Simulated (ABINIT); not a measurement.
The system is Tl.

```
CELL_PARAMETERS angstrom
3.45600 0.00000 0.00000
-1.72800 2.99298 0.00000
0.00000 0.00000 5.52500
ATOMIC_POSITIONS crystal
Tl 0.66667 0.33333 0.75000
Tl 0.33333 0.66667 0.25000
```

| Quantity | Value |
| --- | --- |
| Program | ABINIT 10.8.3 (patched build) |
| Task | relaxation of cell and atoms |
| Functional | PBE |
| Potentials or basis | Ansatz PAW PBE default generated set, frozen core |
| Cutoff | 419 eV |
| k mesh | 9 × 9 × 5 |
| Occupations | fermi-dirac, width 0.05 eV |
| Spin | no spin polarisation |

At the start: pressure 3.4 GPa; volume 28.57 Å³/atom.

Question: How do energy, volume and symmetry change on relaxing?

Answer: Over 11 steps the energy falls by 30.2 meV/atom and the volume is 31.46 Å³/atom (+10.1 %); space group P6_3/mmc (No. 194, to 0.05 Å).

The path:
```tsv
step	energy change (eV)	largest force (eV/Å)	pressure (GPa)	volume (Å³)
1	0.0000	0.0000	3.43	57.15
2	-0.0124	0.0000	2.98	57.75
3	-0.0584	0.0000	0.37	62.22
4	-0.0595	0.0000	0.03	62.98
5	-0.0596	0.0000	-0.03	63.13
6	-0.0596	0.0000	-0.06	63.19
7	-0.0598	0.0000	-0.12	63.31
8	-0.0600	0.0000	-0.14	63.32
9	-0.0603	0.0000	-0.10	63.17
10	-0.0604	0.0000	-0.03	62.99
11	-0.0604	0.0000	-0.01	62.93
```

Final structure:
```cif
data_structure
_symmetry_space_group_name_H-M 'P 1'
_symmetry_Int_Tables_number 1
_cell_length_a 3.5270
_cell_length_b 3.5270
_cell_length_c 5.8411
_cell_angle_alpha 90.000
_cell_angle_beta 90.000
_cell_angle_gamma 120.000
_cell_volume 62.93
loop_
_atom_site_label
_atom_site_type_symbol
_atom_site_fract_x
_atom_site_fract_y
_atom_site_fract_z
_atom_site_occupancy
Tl1 Tl 0.66667 0.33333 0.75000 1
Tl2 Tl 0.33333 0.66667 0.25000 1
```

The cell as given is a measured one (28.57 Å³/atom); PBE puts the equilibrium volume +10.1 % from it, thermal expansion not counted.
